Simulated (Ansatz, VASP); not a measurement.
## Two plane-wave programs on Ag

```xyz
1
Lattice="-1.6557 1.6557 1.6557 1.6557 -1.6557 1.6557 1.6557 1.6557 -1.6557" Properties=species:S:1:pos:R:3 pbc="T T T"
Ag    0.0000    0.0000    0.0000
```

This isn't the form of Ag at room conditions, which is fcc.

Alike in both runs: task relaxation of cell and atoms; functional PBEsol; dispersion D3(BJ); k mesh 11 × 11 × 11; occupations fermi-dirac, width 0.05 eV; no spin polarisation.

```csv
,VASP,Ansatz
version,VASP 6.6.1,Ansatz 0.2.0
potentials or method,"VASP PAW PBE potentials, release 64 (Ag)",Ansatz PAW
plane-wave cutoff (eV),600,420
valence electrons in the cell,11,19
```

VASP gave:

```
gap on the k mesh at the Fermi level, each at its own relaxed structure (eV) : none
relaxed volume (Å³/atom)                                                     : 16.02
relaxed cell length with the largest relative difference (Å)                 : 2.751
energy change over the relaxation (meV/atom)                                 : -92
```

What did Ansatz give for the same quantities?

gap on the k mesh at the Fermi level, each at its own relaxed structure (eV): none; relaxed volume (Å³/atom): 16.04; relaxed cell length with the largest relative difference (Å): 2.752; energy change over the relaxation (meV/atom): -90.

A gap of «none» marks a metal or a gap that the smearing closes. The two sets of potentials don't hold the same shells in valence.

Caveats: pairwise dispersion overbinds metals, which lowers pressure and volume; the PAW data sets were made with another functional, which shifts forces and pressure a little (VASP); the plane-wave basis is chosen anew once the cell has moved, so the energies of steps on either side of that aren't comparable (Ansatz); the PAW data sets come from PBE, with cores solved anew for the run's functional, which leaves a small shift of forces and pressure (Ansatz).
